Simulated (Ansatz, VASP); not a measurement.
# GaAs in two plane-wave programs

Aim: how closely do two programs agree when they are given the same cell, functional and k mesh? The structure shown is the end of the Ansatz relaxation below.

Main program and level: Ansatz 0.2.0; plane waves, with VASP 6.6.1 beside it; single point at r2SCAN.

## (1) The structure

The structure is tetragonal, space group I-4m2 (No. 119). Conventional cell: a = 4.086 Å, b = 4.086 Å, c = 5.568 Å, α = 90.00°, β = 90.00°, γ = 90.00°. Nearest to Ga lie 4 As at 2.47 Å. Nearest to As lie 4 Ga at 2.47 Å. Farther neighbours are not listed.

Structure file:

```cif
data_structure
_symmetry_space_group_name_H-M 'P 1'
_symmetry_Int_Tables_number 1
_cell_length_a 4.0126
_cell_length_b 4.0126
_cell_length_c 4.0864
_cell_angle_alpha 59.390
_cell_angle_beta 59.390
_cell_angle_gamma 61.221
_cell_volume 46.49
loop_
_atom_site_label
_atom_site_type_symbol
_atom_site_fract_x
_atom_site_fract_y
_atom_site_fract_z
_atom_site_occupancy
Ga1 Ga 0.00000 0.00000 0.00000 1
As2 As 0.75000 0.75000 0.75000 1
```

## (2) Ansatz: relaxation, r2SCAN

Ansatz runs on its PAW soft_1 files.

This run makes the geometry at which the two programs are then compared.

input.yaml

```yaml
crystal:
  lattice:
    - [0.0, 2.8895519117, 2.8087718977]
    - [2.8895519117, 0.0, 2.8087718977]
    - [2.8895519117, 2.8895519117, 0.0]
  atoms:
    - { symbol: Ga, position: [0.0, 0.0, 0.0] }
    - { symbol: As, position: [0.75, 0.75, 0.75] }
  conventional_axes: [[-1, 1, 1], [1, -1, 1], [1, 1, -1]]
kpoints:
  mp_grid: { grid: [16, 16, 16] }
hamiltonian:
  xc: r2scan
  pseudopotentials: { kind: paw, azcp: { folder: soft_1 } }
scf:
  occupations: { method: gaussian, width: 0.02 }
output:
  forces: true
  stress: true
  eigenvalues: true
relax:
  adjacent_minimum: "off"
  f_tol: 0.001
  max_steps: 60
  cell: { stress_tol: 0.01, fix: [a, b, gamma] }
```

Run with:

```
> ansatz run input.yaml --threads 4 --pin off --max-ram 10240MiB --backend cpu --events-out ev --progress --plain --runs-dir out
```

Numbers of over 12 decimals in the logs are rounded to 6 here.

The program printed:

```text
Engine: ansatz 0.2.0, aarch64-unknown-linux-gnu
Pseudopotentials: kind: paw
Pseudopotential: Ga, paw, valence charge 13, recommended cutoff 500 eV (meta_gga), soft_1/Ga.paw.azcp
Pseudopotential: As, paw, valence charge 15, recommended cutoff 500 eV (meta_gga), soft_1/As.paw.azcp
Functional definition: r2SCAN
  parameter k0 = 0.174
  parameter k1 = 0.065
  parameter a1 = 4.9479
  exchange = r2scan_x(k0 = k0, k1 = k1, a1 = a1)
  correlation = r2scan_c
Crystal: 2 atoms, lattice volume = 46.904 Å³
Basis set: ecut = 500 eV, 1219 PW (Γ), exchange–correlation on 120×120×120 points (64 copies of the dense FFT grid, shifted against one another)
Bands: 18, of which v1, the nominal top of the filled ones, is band 14 counted from 1 (13 counted from 0)
Symmetry: 8 space group operations
Space group: I-4m2 (ITA 119), of the structure as read, at distance tolerance 3.6e-5 Å
k-points: 349 of 4096 (time reversal used)
Non-local potential: Ga, projectors of the file, l = 0: 2, l = 1: 2, l = 2: 3, l = 3: 1
Non-local potential: As, projectors of the file, l = 0: 2, l = 1: 2, l = 2: 3, l = 3: 1
PAW form: soft (Blöchl's): semilocal exchange-correlation on the pseudo side does not see the compensation charge
PAW frozen core: Ga, regenerated for the run's functional (the file was generated under x = pbe(κ = 0.804, μ = 0.219515), c = pbe(β = 0.066725))
PAW frozen core: As, regenerated for the run's functional (the file was generated under x = pbe(κ = 0.804, μ = 0.219515), c = pbe(β = 0.066725))
PAW one-centre angular grid: Ga, 590 points (default); XC on 160 Gauss nodes
PAW one-centre angular grid: As, 590 points (default); XC on 160 Gauss nodes
Initial density: superposition of atomic densities (chi_scale 0.1, normalization cell, long waves kept (reshape's long-wave potential 0.00 eV rms))
Initial wavefunctions: pseudopotential atomic-orbital guess
Functional: x = r2scan, c = r2scan; τ floored in thin density (d = 2e-4 eV/Å³)
iter 1 solved again at ethr=1.95e-3 eV; its pass at ethr=3.10e-3 eV (dr2=5.46e-1 eV) is discarded
SCF iter   1: F=—  HF=-8655.762407 eV  |F-HF|=—  |Δ(HF+E_count)|=         —  Δρ=4.78e-2  dr2=5.50e-1  dr2_τ=4.73e-3  ethr=1.95e-3  ⟨swp⟩=1.0  Hψ=38956  notcnv=0
preconditioner: auto → none  [insulator: Δε(μ)=0.431 eV  Ē_g=16.397 eV  σ=0.020 eV  W_gap=1.00  n_scr=14 (ndim 8)  ℏωp=23.0 eV  f_vac=0.003  D(μ)=0.00/eV (n_scr^D=0)  ε∞_Penn≈3.0]
SCF iter   2: F=—  HF=-8655.756468 eV  |F-HF|=—  |Δ(HF+E_count)|=   5.94e-3  Δρ=2.08e-2  dr2=1.04e-1  dr2_τ=6.27e-4  ethr=1.95e-3  ⟨swp⟩=3.2  Hψ=10892  notcnv=0
SCF iter   3: F=—  HF=-8655.770043 eV  |F-HF|=—  |Δ(HF+E_count)|=   1.36e-2  Δρ=7.17e-3  dr2=1.42e-2  dr2_τ=1.45e-4  ethr=3.70e-4  ⟨swp⟩=2.1  Hψ=10850  notcnv=0
SCF iter   4: F=—  HF=-8655.759113 eV  |F-HF|=—  |Δ(HF+E_count)|=   1.09e-2  Δρ=7.81e-4  dr2=1.09e-4  dr2_τ=3.78e-6  ethr=5.06e-5  ⟨swp⟩=3.0  Hψ=11721  notcnv=0
SCF iter   5: F=—  HF=-8655.759149 eV  |F-HF|=—  |Δ(HF+E_count)|=   3.59e-5  Δρ=3.20e-4  dr2=1.95e-5  dr2_τ=5.63e-7  ethr=3.90e-7  ⟨swp⟩=2.0  Hψ=11280  notcnv=0
SCF iter   6: F=—  HF=-8655.759160 eV  |F-HF|=—  |Δ(HF+E_count)|=   1.12e-5  Δρ=5.78e-5  dr2=6.55e-7  dr2_τ=1.17e-8  ethr=6.97e-8  ⟨swp⟩=3.0  Hψ=11167  notcnv=0
SCF iter   7: F=-8655.759160 eV  HF=-8655.759160 eV  |F-HF|=2.85e-8  |Δ(HF+E_count)|=   6.43e-7  Δρ=1.05e-5  dr2=3.73e-8  dr2_τ=1.26e-9  ethr=3.57e-10  ⟨swp⟩=6.3  Hψ=29734  notcnv=0
SCF 1 converged in 7 iterations: F = -8655.759160 eV  dr2 = 3.73e-8
  greatest PAW one-centre occupation: 0.999 electrons in one spin orbital (limit 2), on the As atom at site 1 (counted from 0), in its partial waves of l = 2
relax step   1: F+E_penalty+E_count = -8655.75916040 eV  Δ(F+E_penalty+E_count) = +0.000e0 eV  max|allowed force component| = 9.758e-18 eV/Å  Δτ_max = 0.0000 Å  P = -2.097 GPa  Ω = 46.904 Å³  fix = [a, b, gamma]  reactions: a -2.693, b -2.693 GPa  (7 SCF iters, dr2 threshold 1.00e-7 eV, accepted)
[...]
relax step   2: F+E_penalty+E_count = -8655.76040863 eV  Δ(F+E_penalty+E_count) = -1.248e-3 eV  max|allowed force component| = 7.427e-18 eV/Å  Δτ_max = 0.0000 Å  P = -1.585 GPa  Ω = 46.524 Å³  energy of the carried Pulay correction = +9.179e-5 eV  fix = [a, b, gamma]  reactions: a -2.343, b -2.343 GPa  (5 SCF iters, dr2 threshold 2.00e-7 eV, accepted)
[...]
relax step   3: F+E_penalty+E_count = -8655.76042268 eV  Δ(F+E_penalty+E_count) = -1.405e-5 eV  max|allowed force component| = 2.982e-18 eV/Å  Δτ_max = 0.0000 Å  P = -1.542 GPa  Ω = 46.493 Å³  energy of the carried Pulay correction = +9.926e-5 eV  fix = [a, b, gamma]  reactions: a -2.314, b -2.314 GPa  (4 SCF iters, dr2 threshold 1.15e-8 eV, accepted)
[...]
relax step   4: F+E_penalty+E_count = -8655.76032654 eV  Δ(F+E_penalty+E_count) = +9.614e-5 eV  max|allowed force component| = 3.198e-18 eV/Å  Δτ_max = 0.0000 Å  P = -1.544 GPa  Ω = 46.493 Å³  fix = [a, b, gamma]  reactions: a -2.315, b -2.315 GPa  stress off target by 3.11e-3 GPa on what of the cell is left free  SCF on the basis re-selected at this cell (its energy is not comparable with the rows above)  (7 SCF iters)
basis re-selected at this cell: Δ(F+E_penalty+E_count) = +9.614e-5 eV, ΔP = -0.002 GPa vs the last step (what re-selecting the basis moved, of the pressure what is left beyond the Pulay correction that the steps carried, after the strain that the cell walked since its last selection, with what the two solves' SCF thresholds leave and, on support functions, any second-order correction that the steps lacked; it is no m [...]
SCF converged after 7 iterations
Free energy (F): -8655.760327 eV
Harris-Foulkes:  -8655.760327 eV  (|F-HF|=5.46e-12)
Internal energy: -8655.760327 eV  (E = F + TS)
E sigma→0 (E₀):  -8655.760327 eV
Fermi energy:    7.755215 eV
--- Per-component energies (eV) ---
  E_band       = -347.555904
  E_kinetic    = 208.143998
  E_local      = -3701.463998  (includes V_loc(G=0)·N_el)
  E_nonlocal   = -484.254479
  E_hartree    = 2151.894503
  E_xc         = -123.205872
  E_vxc        = -135.441533  (∫ρ·V_xc dr)
  E_paw        = -4031.148595  (= ΣΔE_a)
  E_vpaw       = -545.446429  (= ΣTr[D̂ρ^β])
  E_aug_tail   = 0.000054  (compensation charges beyond the density's cutoff)
  E_vtau       = 7.117490  (kinetic-family band-sum trace: ∫τ·v_τ [+ j·A + Jᵃ·Aᵃ] dr)
  E_ewald      = -2673.615478
  E_core_change = -2.110460  (= ΣΔE_core)
  E_smearing   = -0.000000  (= −TS)
  E_closure    = 0.000000  (closes the sum)
  Σ components = -8655.760327   (vs F -8655.760327, Δ=0.00e0)
--- Forces (eV/Å), atoms counted from 1 ---
  atom   1  Ga    -0.00000000    -0.00000000     0.00000000
  atom   2  As    -0.00000000    -0.00000000    -0.00000000
  max |Σ_I F_I| component: 8.46e-18 eV/Å
--- Stress (GPa, compression-positive) ---
       -2.314523      -0.000000       0.000000
       -0.000000      -2.314523      -0.000000
        0.000000      -0.000000      -0.003114
  P = ⅓ Tr σ = -1.5441 GPa (-15.441 kbar)
--- Band table (eV; the first three rows and the last of 349) ---
  k-point 0: bands = [... 10 lower, -5.6958, 7.2283, 7.2283, 7.4334, 8.0771, 11.2772, 11.3878, 11.3878]
  k-point 1: bands = [... 10 lower, -5.6491, 6.5024, 7.1601, 7.3117, 8.6702, 11.3402, 11.4838, 11.4990]
  k-point 2: bands = [... 10 lower, -5.5113, 5.3793, 6.9821, 7.1514, 9.1291, 11.5984, 11.7254, 11.8867]
  k-point 348: bands = [... 10 lower, -3.1088, 0.6058, 4.4649, 4.4649, 8.9631, 9.0288, 17.9499, 17.9499]
--- Relaxed structure (3 steps of the walk, 3 accepted, 1 SCFs on fresh bases) ---
  F+E_penalty+E_count = -8655.76032654 eV   max|allowed force component| = 3.198e-18 eV/Å   (the final SCF, on the basis selected at the relaxed cell)
  cell:  # Å, volume = 46.4933 Å³
    - [0, 2.8895519117, 2.784195]
    - [2.8895519117, 0, 2.784195]
    - [2.8895519117, 2.8895519117, 0]
  atoms:
    - { symbol: Ga, position: [0, 0, 0] }
    - { symbol: As, position: [0.750000, 0.750000, 0.750000] }
```

## (3) VASP: single point, r2SCAN, pair 1

The same cell, functional, mesh and smearing now go to VASP, with its own data sets.

Lines of VASP's logs that name or quote its potential files are left out, and so is its time.

INCAR

```
SYSTEM = GaAs
PREC = Accurate
ENCUT = 550
EDIFF = 1E-06
NELM = 120
ISMEAR = 0
SIGMA = 0.02
LREAL = .FALSE.
ALGO = Normal
METAGGA = R2SCAN
LASPH = .TRUE.
NBANDS = 15
LORBIT = 11
LWAVE = .FALSE.
LCHARG = .FALSE.
ISIF = 2
GGA_COMPAT = .FALSE.
EFERMI = MIDGAP
LMIXTAU = .TRUE.
KPAR = 2
```

POSCAR

```
GaAs
1.0
    0.0000000000      2.8895519117      2.7841952697
    2.8895519117      0.0000000000      2.7841952697
    2.8895519117      2.8895519117      0.0000000000
Ga As
1 1
Direct
    0.0000000000      0.0000000000      0.0000000000
    0.7500000000      0.7500000000      0.7500000000
```

KPOINTS

```
Automatic mesh
0
Gamma
16 16 16
0 0 0
```

Potentials, in the order of the species: Ga_d and As (PBE family, release 64).

Run with:

```
> mpirun -np 2 vasp_std
```

The program printed:

```text
[banner, memory and clock lines left out]
running    2 mpi-ranks, on    1 nodes
 distrk:  each k-point on    1 cores,    2 groups
 distr:  one band on    1 cores,    1 groups

 POSCAR found type information on POSCAR GaAs
 POSCAR found :  2 types and       2 ions
|                                                                             |
|               ----> ADVICE to this user running VASP <----                  |
|                                                                             |
|     You enforced a specific xc type in the INCAR file but a different       |
|     [... a line on the potential file left out ...]
|     I HOPE YOU KNOW WHAT YOU ARE DOING!                                     |
|                                                                             |

 LDA part: xc-table for (None), standard interpolation
 POSCAR, INCAR and KPOINTS ok, starting setup
 FFT: planning ... GRIDC
 FFT: planning ... GRID_SOFT
 FFT: planning ... GRID
 WAVECAR not read
 entering main loop
       N       E                     dE             d eps       ncg     rms          rms(c)
DAV:   1     0.668581060782E+02    0.66858E+02   -0.95521E+03 10642   0.173E+03
DAV:   2    -0.220944842958E+02   -0.88953E+02   -0.85096E+02 11751   0.336E+02
DAV:   3    -0.290232509052E+02   -0.69288E+01   -0.68970E+01 12780   0.731E+01
DAV:   4    -0.291338564445E+02   -0.11061E+00   -0.11058E+00 12554   0.103E+01
DAV:   5    -0.291354423544E+02   -0.15859E-02   -0.15859E-02 13377   0.111E+00    0.308E+00
DAV:   6    -0.269981471097E+02    0.21373E+01   -0.57485E-01 11926   0.149E+01    0.188E+00
DAV:   7    -0.270896594559E+02   -0.91512E-01   -0.30630E-01 11394   0.669E+00    0.859E-01
DAV:   8    -0.270169859874E+02    0.72673E-01   -0.14429E-01 10568   0.456E+00    0.340E-01
DAV:   9    -0.269435243381E+02    0.73462E-01   -0.23909E-01 10491   0.419E+00    0.235E-01
DAV:  10    -0.269470392554E+02   -0.35149E-02   -0.80421E-02 10484   0.247E+00    0.717E-02
DAV:  11    -0.270429013862E+02   -0.95862E-01   -0.48303E-02 10470   0.176E+00    0.590E-02
DAV:  12    -0.270385958637E+02    0.43055E-02   -0.17938E-03 14138   0.426E-01    0.282E-02
DAV:  13    -0.270435389116E+02   -0.49430E-02   -0.16464E-03 10736   0.414E-01    0.169E-02
DAV:  14    -0.270440595312E+02   -0.52062E-03   -0.34334E-04 13116   0.200E-01    0.712E-03
DAV:  15    -0.270441471237E+02   -0.87592E-04   -0.54386E-05 11394   0.848E-02    0.656E-03
DAV:  16    -0.270441561697E+02   -0.90460E-05   -0.37316E-06 13473   0.219E-02    0.327E-03
DAV:  17    -0.270441562359E+02   -0.66208E-07   -0.92208E-07  8588   0.152E-02
   1 F= -.27044156E+02 E0= -.27044156E+02  d E =-.219585-109
```

Parts of OUTCAR (step 3):

```text
ion  position               nearest neighbor table
   1  0.000  0.000  0.000-   2 2.47   2 2.47   2 2.47   2 2.47
   2  0.750  0.750  0.750-   1 2.47   1 2.47   1 2.47   1 2.47

  LATTYP: Found a body centered tetragonal cell.
 ALAT       =     4.0864435027
 C/A-ratio  =     1.3626495841

 Subroutine GETGRP returns: Found  8 space group operations
 (whereof  8 operations were pure point group operations)

The static configuration has the point symmetry D_2d.

 Found    349 irreducible k-points:

   k-points           NKPTS =    349   k-points in BZ     NKDIM =    349   number of bands    NBANDS=     15

   dimension x,y,z NGX =    32 NGY =   32 NGZ =   32
   dimension x,y,z NGXF=    64 NGYF=   64 NGZF=   64

   ENCUT  =  550.0 eV  40.42 Ry    6.36 a.u.   7.67  7.67  7.81*2*pi/ulx,y,z

   NELECT =      18.0000    total number of electrons

 k-points in reciprocal lattice and weights: Automatic mesh
   0.00000000  0.00000000  0.00000000       0.000
   0.06250000 -0.00000000  0.00000000       0.002
   0.12500000 -0.00000000  0.00000000       0.002
   0.18750000 -0.00000000  0.00000000       0.002
   0.25000000 -0.00000000  0.00000000       0.002
   0.31250000 -0.00000000  0.00000000       0.002
   0.37500000 -0.00000000  0.00000000       0.002
   0.43750000 -0.00000000  0.00000000       0.002
   0.50000000 -0.00000000  0.00000000       0.001
[...]
-0.31250000  0.18750000  0.50000000       0.001
  -0.25000000  0.25000000  0.50000000       0.000

 average (electrostatic) potential at core
       1 -71.4906       2 -55.1638

 E-fermi :   3.8578

 k-point     1 :       0.0000    0.0000    0.0000
  band No.  band energies     occupation
    ...
      5     -11.6907      2.00000
      6      -9.5875      2.00000
      7       3.3425      2.00000
      8       3.3425      2.00000
      9       3.5477      2.00000
     10       4.1679      0.00000
     11       7.3798      0.00000
     12       7.4907      0.00000
     13       7.4907      0.00000
     14      11.5596      0.00000
    ...

 k-point     2 :       0.0625   -0.0000    0.0000
  band No.  band energies     occupation
    ...
      5     -11.6906      2.00000
      6      -9.5409      2.00000
      7       2.6103      2.00000
      8       3.2742      2.00000
      9       3.4258      2.00000
     10       4.7672      0.00000
     11       7.4429      0.00000
     12       7.5865      0.00000
     13       7.6017      0.00000
     14      11.8261      0.00000
    ...

 k-point     3 :       0.1250   -0.0000    0.0000
  band No.  band energies     occupation
    ...
      5     -11.6905      2.00000
      6      -9.4032      2.00000
      7       1.4862      2.00000
      8       3.0961      2.00000
      9       3.2654      2.00000
     10       5.2268      0.00000
     11       7.7007      0.00000
     12       7.8278      0.00000
     13       7.9888      0.00000
     14      12.4759      0.00000
    ...

  Total       -0.6367915     -0.6367915      0.0341891      0.0000000      0.0000000      0.0000000
  in kB      -21.9440699    -21.9440699      1.1781673      0.0000000      0.0000000      0.0000000
  external PRESSURE =     -14.2366575 kB  Pullay stress =       0.0000000 kB

  energy-cutoff  :      550.00
  volume of cell :       46.49
      direct lattice vectors                 reciprocal lattice vectors
     0.000000000  2.889551912  2.784195270    -0.173037210  0.173037210  0.179585105
     2.889551912  0.000000000  2.784195270     0.173037210 -0.173037210  0.179585105
     2.889551912  2.889551912  0.000000000     0.173037210  0.173037210 -0.179585105

 POSITION                                       TOTAL-FORCE (eV/Angst)
 -----------------------------------------------------------------------------------
      0.00000      0.00000      0.00000        -0.000000      0.000000     -0.000000
      4.33433      4.33433      4.17629         0.000000     -0.000000      0.000000
 -----------------------------------------------------------------------------------
    total drift:                               -0.000000     -0.000000      0.000002

  FREE ENERGIE OF THE ION-ELECTRON SYSTEM (eV)
  ---------------------------------------------------
  free  energy   TOTEN  =       -27.0441562359 eV

  energy  without entropy=      -27.0441562359  energy(sigma->0) =      -27.04415624

 total charge
# of ion       s       p       d       tot
------------------------------------------
    1        0.848   0.766   9.993  11.607
    2        1.206   1.616   0.030   2.853
--------------------------------------------------
tot          2.055   2.382  10.024  14.460

[... 3 further parts left out ...]
```

The gap is read on the k-mesh alone, so it is an upper bound where the band edges lie off the mesh. The PAW data sets were made with PBE, which is usual practice but a small mismatch for other functionals.

[end of part 1 of 2]

[Lines on the potential files, build, host, timing and source positions are cut from VASP's logs without a mark.]

[Logs are printed without paths, hosts, clocks, repeated set-up lines and the standing remarks that a program may print on its own settings, such as how far it seeks lower states.]

[Hosts, paths, dates, database ids (printed as entryN), source tags and the programs' standing remarks are cut or masked in the printed files.]
